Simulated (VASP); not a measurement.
# CdTe (F-43m) in VASP: settings compared

The runs below take CdTe through relaxation of the atoms, relaxation of cell and atoms, with PBEsol, LDA.

All numbers are computed with VASP 6.6.1; they aren't measurements. Logs are shortened: lines on timing, memory, paths and dates and some standing lists are left out, and cuts for length are marked.

### Step 1. The crystal as given

It takes space group F-43m (No. 216, cubic). The conventional cell has a = 6.410 Å, b = 6.410 Å, c = 6.410 Å, α = 90.00°, β = 90.00°, γ = 90.00°. Cd (site symmetry -43m) has 4 Te at 2.78 Å as nearest neighbours. Around Te (site symmetry -43m) lie 4 Cd at 2.78 Å.

### Step 2. Relaxation of the atoms, PBEsol (a relaxed cell with its volume scaled by 1.02)

Input file INCAR:

```
PREC     = Accurate       # precision mode
ENCUT    = 600            # plane-wave cutoff, eV
EDIFF    = 1E-7           # SCF threshold, eV
ISMEAR   = 0              # smearing method
SIGMA    = 0.03           # smearing width, eV
LREAL    = F              # projectors in reciprocal space
LASPH    = T              # aspherical terms in the spheres
NELM     = 80             # most SCF steps
ALGO     = Normal         # electronic algorithm
ISIF     = 2              # what is computed and relaxed
LWAVE    = F              # write WAVECAR
LCHARG   = F              # write CHGCAR
GGA      = PS             # functional
IBRION   = 2              # ionic algorithm
NSW      = 40             # ionic steps
EDIFFG   = -0.01          # ionic threshold
```

Input file KPOINTS:

```
regular mesh
0
Gamma
  8 8 8
```

Input file POSCAR:

```
CdTe                                    
1.0
    0.0000000000      3.2693074123      3.2693074123
    3.2693074123      0.0000000000      3.2693074123
    3.2693074123      3.2693074123      0.0000000000
  Cd              Te            
     1     1
Direct
     0.0000000000000000    0.0000000000000000    0.0000000000000000
     0.2500000000000000    0.2500000000000000    0.2500000000000000
```

Potentials or basis: VASP PAW PBE potentials, release 64 (Cd, Te).

Command:

```console
$ cat potpaw_PBE.64/Cd/POTCAR potpaw_PBE.64/Te/POTCAR > POTCAR
$ mpirun -np 1 vasp_std > vasp.out
```

OUTCAR:

```text
PREC = Accurate
   ENCUT = 600
   EDIFF = 1E-7
   ISMEAR = 0
   LREAL = F
   LASPH = T
   NELM = 80
   ISIF = 2
   GGA = PS
   IBRION = 2
   NSW = 40
   EDIFFG = -0.01

 ion  position               nearest neighbor table
   1  0.000  0.000  0.000-   2 2.83   2 2.83   2 2.83   2 2.83
   2  0.250  0.250  0.250-   1 2.83   1 2.83   1 2.83   1 2.83

  LATTYP: Found a face centered cubic cell.
 ALAT       =     6.5386148246

  Lattice vectors:

 A1 = (   0.0000000000,   3.2693074123,   3.2693074123)
 A2 = (   3.2693074123,   0.0000000000,   3.2693074123)
 A3 = (   3.2693074123,   3.2693074123,   0.0000000000)

Analysis of symmetry for initial positions (statically):
=====================================================================
 Subroutine PRICEL returns:
 Original cell was already a primitive cell.

 Routine SETGRP: Setting up the symmetry group for a
 face centered cubic supercell.

 Subroutine GETGRP returns: Found 24 space group operations
 (whereof 24 operations were pure point group operations)
 out of a pool of 48 trial point group operations.

The static configuration has the point symmetry T_d .

Analysis of symmetry for dynamics (positions and initial velocities):
=====================================================================
 Subroutine PRICEL returns:
 Original cell was already a primitive cell.

 Routine SETGRP: Setting up the symmetry group for a
 face centered cubic supercell.

 Subroutine GETGRP returns: Found 24 space group operations
 (whereof 24 operations were pure point group operations)
 out of a pool of 48 trial point group operations.

The dynamic configuration has the point symmetry T_d .

 Subroutine INISYM returns: Found 24 space group operations
 (whereof 24 operations are pure point group operations),
 and found     1 'primitive' translations

----------------------------------------------------------------------------------------

                                     Primitive cell

  volume of cell :      69.8871

  direct lattice vectors                    reciprocal lattice vectors
     0.000000000  3.269307412  3.269307412    -0.152937591  0.152937591  0.152937591
     3.269307412  0.000000000  3.269307412     0.152937591 -0.152937591  0.152937591
     3.269307412  3.269307412  0.000000000     0.152937591  0.152937591 -0.152937591

  length of vectors
     4.623498882  4.623498882  4.623498882     0.264895678  0.264895678  0.264895678

  position of ions in fractional coordinates (direct lattice)
     0.000000000  0.000000000  0.000000000
     0.250000000  0.250000000  0.250000000

  ion indices of the primitive-cell ions
   primitive index   ion index
                 1           1
                 2           2

----------------------------------------------------------------------------------------

 KPOINTS: regular mesh

Automatic generation of k-mesh.
 Grid dimensions read from file:
 generate k-points for:    8    8    8

 Generating k-lattice:

  Cartesian coordinates                     Fractional coordinates (reciprocal lattice)
    -0.019117199  0.019117199  0.019117199     0.125000000  0.000000000  0.000000000
     0.019117199 -0.019117199  0.019117199     0.000000000  0.125000000  0.000000000
     0.019117199  0.019117199 -0.019117199     0.000000000  0.000000000  0.125000000

  Length of vectors
     0.033111960  0.033111960  0.033111960

  Shift w.r.t. Gamma in fractional coordinates (k-lattice)
     0.000000000  0.000000000  0.000000000

 Subroutine IBZKPT returns following result:
 ===========================================

 Found     29 irreducible k-points:

 Following reciprocal coordinates:
            Coordinates               Weight
  0.000000  0.000000  0.000000      1.000000
  0.125000  0.000000  0.000000      8.000000
  0.250000  0.000000  0.000000      8.000000
  0.375000  0.000000  0.000000      8.000000
  0.500000  0.000000  0.000000      4.000000
  0.125000  0.125000  0.000000      6.000000
[... 16 lines left out ...]
  0.500000  0.250000  0.125000     48.000000
 -0.375000  0.250000  0.125000     24.000000
 [... further k-points ...]
   k-points           NKPTS =     29   k-points in BZ     NKDIM =     29   number of bands    NBANDS=     13
   number of dos      NEDOS =    301   number of ions     NIONS =      2
   total plane-waves  NPLWV =  64000
   dimension x,y,z NGX =    40 NGY =   40 NGZ =   40
   dimension x,y,z NGXF=    80 NGYF=   80 NGZF=   80
   ions per type =               1   1
   NGX,Y,Z   is equivalent  to a cutoff of  14.38, 14.38, 14.38 a.u.
   NGXF,Y,Z  is equivalent  to a cutoff of  28.77, 28.77, 28.77 a.u.
 SYSTEM =  unknown system
   PREC   = accura    normal or accurate (medium, high low for compatibility)
   ISTART =      0    job   : 0-new  1-cont  2-samecut
   ICHARG =      2    charge: 1-file 2-atom 10-const
   ISPIN  =      1    spin polarized calculation?
   LNONCOLLINEAR =      F non collinear calculations
   LSORBIT =      F    spin-orbit coupling
[... 25 lines left out ...]
  Fermi-wavevector in a.u.,A,eV,Ry     =   1.041597  1.968334 14.761304  1.084925
  Thomas-Fermi vector in A             =   2.176225
   LORBIT       =      0    0 simple, 1 ext, 2 COOP (PROOUT), +10 PAW based schemes
   GGA     = PS    functional components
   LHFCALC =     F    Hartree Fock is set to
   AEXX    =    0.0000 exact exchange contribution
   IVDW    =     0    specifies the selected vdW correction
   LEPSILON=     F    determine dielectric tensor
   LRPA    =     F    only Hartree local field effects (RPA)
 conjugate gradient relaxation of ions
 non-spin polarized calculation
 Gauss-broadening in eV      SIGMA  =   0.03
  energy-cutoff  :      600.00
  volume of cell :       69.89
 maximum number of plane-waves:      2351
 NGX is ok and might be reduce to    40
   NGX = 19   NGY = 19   NGZ = 19

 number of electron      17.9999998 magnetization

 Free energy of the ion-electron system (eV)
  ---------------------------------------------------
  ext. energy  EPLUGINS =         0.00000000
  ---------------------------------------------------
  free energy    TOTEN  =        -5.48644920 eV

  energy without entropy =       -5.48644920  energy(sigma->0) =       -5.48644920

 E-fermi :   2.1616     XC(G=0):  -8.6640

 val. band max:        1.9737220276   @ k =   0.0000   0.0000   0.0000
 cond. band min:       2.5579994415   @ k =   0.0000   0.0000   0.0000
 fundamental gap:      0.5842774139
 Fermi energy:         2.1615872260

 k-point     1 :       0.0000    0.0000    0.0000
  band No.  band energies     occupation
      1      -9.0896      2.00000
      2      -6.1926      2.00000
      3      -6.1926      2.00000
      4      -6.1926      2.00000
      5      -5.9469      2.00000
      6      -5.9469      2.00000
      7       1.9737      2.00000
      8       1.9737      2.00000
      9       1.9737      2.00000
     10       2.5580      0.00000
     11       6.5378      0.00000
     12       6.5378      0.00000
     13       6.5378      0.00000

 k-point     2 :       0.1250    0.0000    0.0000
  band No.  band energies     occupation
      1      -9.0337      2.00000
      2      -6.1822      2.00000
      3      -6.1822      2.00000
      4      -6.1492      2.00000
      5      -5.9478      2.00000
      6      -5.9478      2.00000
      7       0.7326      2.00000
      8       1.8420      2.00000
      9       1.8420      2.00000
     10       3.4773      0.00000
     11       6.4896      0.00000
     12       6.7433      0.00000
     13       6.7433      0.00000

 k-point     3 :       0.2500    0.0000    0.0000
  band No.  band energies     occupation
      1      -8.8980      2.00000
      2      -6.1591      2.00000
      3      -6.1591      2.00000
      4      -6.0046      2.00000
      5      -5.9473      2.00000
      6      -5.9473      2.00000
      7      -0.7227      2.00000
      8       1.5623      2.00000
      9       1.5623      2.00000
     10       3.8390      0.00000
     11       7.0733      0.00000
     12       7.0733      0.00000
     13       7.1989      0.00000
[... 305 lines left out ...]
 k-point    23 :       0.5000    0.2500    0.1250
  band No.  band energies     occupation
      1      -8.6930      2.00000
      2      -6.1143      2.00000
      3      -6.1048      2.00000
      4      -5.9727      2.00000
      5      -5.9377      2.00000
      6      -5.6593      2.00000
      7      -1.8257      2.00000
      8       0.0884      2.00000
      9       0.8959      2.00000
     10       5.1072      0.00000
     11       6.4572      0.00000
     12       7.3425      0.00000
     13       8.5923      0.00000

 k-point    24 :      -0.3750    0.2500    0.1250
  band No.  band energies     occupation
      1      -8.6503      2.00000
      2      -6.1095      2.00000
      3      -6.0979      2.00000
      4      -5.9616      2.00000
      5      -5.9418      2.00000
      6      -5.5338      2.00000
      7      -2.1717      2.00000
      8      -0.0333      2.00000
      9       0.7540      2.00000
     10       5.0928      0.00000
     11       6.5065      0.00000
     12       7.8531      0.00000
     13       9.0056      0.00000

 [... further k-points ...]
[... 5 lines left out ...]
  --------------------------------------------------------------------------------------
  -------------------------------------------------------------------------------------
  Total       -0.3398249     -0.3398249     -0.3398249      0.0000000      0.0000000      0.0000000
  in kB       -7.7905570     -7.7905570     -7.7905570      0.0000000      0.0000000      0.0000000
  external PRESSURE =      -7.7905570 kB  Pullay stress =       0.0000000 kB

 VOLUME and BASIS-vectors are now :
 -----------------------------------------------------------------------------
  energy-cutoff  :      600.00
  volume of cell :       69.89
      direct lattice vectors                 reciprocal lattice vectors
     0.000000000  3.269307412  3.269307412    -0.152937591  0.152937591  0.152937591
     3.269307412  0.000000000  3.269307412     0.152937591 -0.152937591  0.152937591
     3.269307412  3.269307412  0.000000000     0.152937591  0.152937591 -0.152937591

 POSITION                                       TOTAL-FORCE (eV/Angst)
 -----------------------------------------------------------------------------------
      0.00000      0.00000      0.00000         0.000000     -0.000000     -0.000000
      1.63465      1.63465      1.63465         0.000000      0.000000      0.000000
 -----------------------------------------------------------------------------------
    total drift:                               -0.000000     -0.000000     -0.000000

  FREE ENERGIE OF THE ION-ELECTRON SYSTEM (eV)
  ---------------------------------------------------
  free  energy   TOTEN  =        -5.4864491966 eV

  energy  without entropy=       -5.4864491966  energy(sigma->0) =       -5.48644920

 reached required accuracy - stopping structural energy minimisation
```

Wall time 50 s (1 thread of Intel Xeon Platinum 8175M at 2.50GHz (Skylake/Cascade Lake), shared host); peak memory 0.25 GiB.

Results:

- Free energy: -5.4864 eV
- Pressure after relaxing: -0.8 GPa
- Band gap on the k mesh: 0.58 eV, direct

Final structure:
```yaml
crystal:
  lattice:
    - [0.00000, 3.26931, 3.26931]
    - [3.26931, 0.00000, 3.26931]
    - [3.26931, 3.26931, 0.00000]
  atoms:
    - { symbol: Cd, position: [0.00000, 0.00000, 0.00000] }
    - { symbol: Te, position: [0.25000, 0.25000, 0.25000] }
```

Levels at points of the mesh, in eV from the valence-band top:
| k point | band 6 | band 7 | band 8 | band 9 | band 10 | band 11 | band 12 | band 13 |
| --- | --- | --- | --- | --- | --- | --- | --- | --- |
| (0.00, 0.00, 0.00) | -7.92 | 0.00 | 0.00 | 0.00 | 0.58 | 4.56 | 4.56 | 4.56 |
| (0.50, 0.00, 0.00) | -7.60 | -4.32 | -0.74 | -0.74 | 1.71 | 5.14 | 5.14 | 6.91 |
| (0.50, 0.50, 0.00) | -7.47 | -4.22 | -1.80 | -1.80 | 2.55 | 2.60 | 8.58 | 8.94 |

Caveat: the relaxation stopped at its first step, so nothing moved; the PAW data sets were made with another functional, which shifts forces and pressure a little; spin-orbit coupling is left out, which moves the levels of the heavy elements.

### Step 3. Relaxation of the atoms, PBEsol (a relaxed cell with its volume scaled by 1.04)

INCAR is that of step 2.

KPOINTS is that of step 2.

Input file POSCAR:

```
CdTe                                    
1.0
    0.0000000000      3.2905372761      3.2905372761
    3.2905372761      0.0000000000      3.2905372761
    3.2905372761      3.2905372761      0.0000000000
  Cd              Te            
     1     1
Direct
     0.0000000000000000    0.0000000000000000    0.0000000000000000
     0.2500000000000000    0.2500000000000000    0.2500000000000000
```

Potentials or basis: VASP PAW PBE potentials, release 64 (Cd, Te).

Command:

```console
$ cat potpaw_PBE.64/Cd/POTCAR potpaw_PBE.64/Te/POTCAR > POTCAR
$ mpirun -np 1 vasp_std > vasp.out
```

Wall time 53 s (1 thread of Intel Xeon Platinum 8175M at 2.50GHz (Skylake/Cascade Lake), shared host); peak memory 0.25 GiB.

It converged, with:

```yaml
Free_energy: -5.4771 eV
Pressure_after_relaxing: -1.5 GPa
Band_gap_on_the_k_mesh: 0.53 eV, direct
```

Final structure:
```
CELL_PARAMETERS angstrom
0.00000 3.29054 3.29054
3.29054 0.00000 3.29054
3.29054 3.29054 0.00000
ATOMIC_POSITIONS crystal
Cd 0.00000 0.00000 0.00000
Te 0.25000 0.25000 0.25000
```

Levels at points of the mesh, in eV from the valence-band top:
| k point | band 7 | band 8 | band 9 | band 10 | band 11 | band 12 |
| --- | --- | --- | --- | --- | --- | --- |
| (0.00, 0.00, 0.00) | 0.00 | 0.00 | 0.00 | 0.53 | 4.58 | 4.58 |
| (0.50, 0.00, 0.00) | -4.22 | -0.72 | -0.72 | 1.69 | 5.15 | 5.15 |
| (0.50, 0.50, 0.00) | -4.13 | -1.73 | -1.73 | 2.59 | 2.60 | 8.48 |

Caveat: the relaxation stopped at its first step, so nothing moved; the PAW data sets were made with another functional, which shifts forces and pressure a little; spin-orbit coupling is left out, which moves the levels of the heavy elements.

### Step 4. Relaxation of the atoms, PBEsol (a relaxed cell with its volume scaled by 1.06)

INCAR is that of step 3.

KPOINTS is that of step 3.

Input file POSCAR:

```
CdTe                                    
1.0
    0.0000000000      3.3114966773      3.3114966773
    3.3114966773      0.0000000000      3.3114966773
    3.3114966773      3.3114966773      0.0000000000
  Cd              Te            
     1     1
Direct
     0.0000000000000000    0.0000000000000000    0.0000000000000000
     0.2500000000000000    0.2500000000000000    0.2500000000000000
```

Command:

```console
$ cat potpaw_PBE.64/Cd/POTCAR potpaw_PBE.64/Te/POTCAR > POTCAR
$ mpirun -np 1 vasp_std > vasp.out
```

It took 54 s on 1 thread of Intel Xeon Platinum 8175M at 2.50GHz (Skylake/Cascade Lake), shared host; peak memory 0.25 GiB.

The run converged. Its results:

* Free energy: -5.4621 eV
* Pressure after relaxing: -2.1 GPa
* Band gap on the k mesh: 0.47 eV, direct

Final structure:
```yaml
crystal:
  lattice:
    - [0.00000, 3.31150, 3.31150]
    - [3.31150, 0.00000, 3.31150]
    - [3.31150, 3.31150, 0.00000]
  atoms:
    - { symbol: Cd, position: [0.00000, 0.00000, 0.00000] }
    - { symbol: Te, position: [0.25000, 0.25000, 0.25000] }
```

Levels at points of the mesh, in eV from the valence-band top:
```tsv
k point	band 7	band 8	band 9	band 10	band 11	band 12
(0.00, 0.00, 0.00)	0.00	0.00	0.00	0.47	4.59	4.59
(0.50, 0.00, 0.00)	-4.12	-0.69	-0.69	1.67	5.15	5.15
(0.50, 0.50, 0.00)	-4.04	-1.67	-1.67	2.60	2.63	8.38
```

Caveat: the relaxation stopped at its first step, so nothing moved; the PAW data sets were made with another functional, which shifts forces and pressure a little; spin-orbit coupling is left out, which moves the levels of the heavy elements.

### Step 5. Relaxation of cell and atoms, LDA

Input file INCAR:

```
PREC = Accurate ; ENCUT = 600
EDIFF = 1E-6 ; ISMEAR = 0
SIGMA = 0.03 ; LREAL = F
LASPH = T ; NELM = 80
ALGO = Normal ; ISIF = 3
LWAVE = F ; LCHARG = F
GGA = CA ; IBRION = 2
NSW = 90 ; EDIFFG = -0.01
```

Input file KPOINTS:

```
Automatic mesh
0
Gamma
  8 8 8
```

Input file POSCAR:

```
CdTe
1.0
    0.0000000000      3.2050000000      3.2050000000
    3.2050000000      0.0000000000      3.2050000000
    3.2050000000      3.2050000000      0.0000000000
Cd Te
1 1
Direct
    0.0000000000      0.0000000000      0.0000000000
    0.2500000000      0.2500000000      0.2500000000
```

Potentials or basis: VASP PAW LDA potentials, release 64 (Cd, Te).

Command:

```console
$ cat potpaw_LDA.64/Cd/POTCAR potpaw_LDA.64/Te/POTCAR > POTCAR
$ mpirun -np 1 vasp_std > vasp.out
```

Run time: 13 s. Hardware: 1 thread of Intel Xeon 6975P-C (Granite Rapids), shared host; peak memory 0.2 GiB.

Results (log left out):

```
Free energy                            : -6.0508 eV
Relaxed volume                         : 33.12 Å³/atom
Relaxed cell                           : a = 4.542 Å, b = 4.542 Å, c = 4.542 Å, α = 60.00°, β = 60.00°, γ = 60.00°
Space group after relaxing (to 0.05 Å) : F-43m (No. 216)
Energy gained by relaxing              : 0.1 meV/atom
Ionic steps                            : 2
Pressure after relaxing                : 0.0 GPa
Band gap on the k mesh                 : 0.63 eV, direct
```

The path:
```
step  energy change (eV)  largest force (eV/Å)  pressure (GPa)  volume (Å³)
   1              0.0000                0.0000            0.20        65.84
   2             -0.0002                0.0000           -0.05        66.25
```

Final structure:
```cif
data_structure
_symmetry_space_group_name_H-M 'P 1'
_symmetry_Int_Tables_number 1
_cell_length_a 4.5417
_cell_length_b 4.5417
_cell_length_c 4.5417
_cell_angle_alpha 60.000
_cell_angle_beta 60.000
_cell_angle_gamma 60.000
_cell_volume 66.25
loop_
_atom_site_label
_atom_site_type_symbol
_atom_site_fract_x
_atom_site_fract_y
_atom_site_fract_z
_atom_site_occupancy
Cd1 Cd 0.00000 0.00000 0.00000 1
Te1 Te 0.25000 0.25000 0.25000 1
```

Levels at points of the mesh, in eV from the valence-band top:
| k point | band 6 | band 7 | band 8 | band 9 | band 10 | band 11 | band 12 | band 13 |
| --- | --- | --- | --- | --- | --- | --- | --- | --- |
| (0.00, 0.00, 0.00) | -8.11 | 0.00 | 0.00 | 0.00 | 0.63 | 4.48 | 4.48 | 4.48 |
| (0.50, 0.00, 0.00) | -7.74 | -4.66 | -0.83 | -0.83 | 1.68 | 5.08 | 5.08 | 6.88 |
| (0.50, 0.50, 0.00) | -7.59 | -4.51 | -1.98 | -1.98 | 2.38 | 2.54 | 8.79 | 9.12 |

Caveat: spin-orbit coupling is left out, which moves the levels of the heavy elements. LDA gaps usually lie below the measured ones, often by a third to a half.

### Step 6. Summary

| task | level | potentials or basis | cell | gap on the mesh (eV) | pressure (GPa) |
| --- | --- | --- | --- | --- | --- |
| relaxation of the atoms | PBEsol | VASP PAW PBE potentials, release 64 (Cd, Te) | atoms relaxed from: a relaxed cell with its volume scaled by 1.02 | 0.58 | -0.8 |
| relaxation of the atoms | PBEsol | VASP PAW PBE potentials, release 64 (Cd, Te) | atoms relaxed from: a relaxed cell with its volume scaled by 1.04 | 0.53 | -1.5 |
| relaxation of the atoms | PBEsol | VASP PAW PBE potentials, release 64 (Cd, Te) | atoms relaxed from: a relaxed cell with its volume scaled by 1.06 | 0.47 | -2.1 |
| relaxation of cell and atoms | LDA | VASP PAW LDA potentials, release 64 (Cd, Te) | relaxed | 0.63 | 0.0 |

Alike in all rows: no spin polarisation; k mesh 8 × 8 × 8; cutoff (eV) 600; smearing gaussian 0.03 eV.

Caveats: spin-orbit coupling is left out, which moves the levels of the heavy elements; the relaxation stopped at its first step, so nothing moved (some runs); the PAW data sets were made with another functional, which shifts forces and pressure a little (some runs).

Total energies depend on the potentials used, so only differences within one code and one set of settings carry meaning.
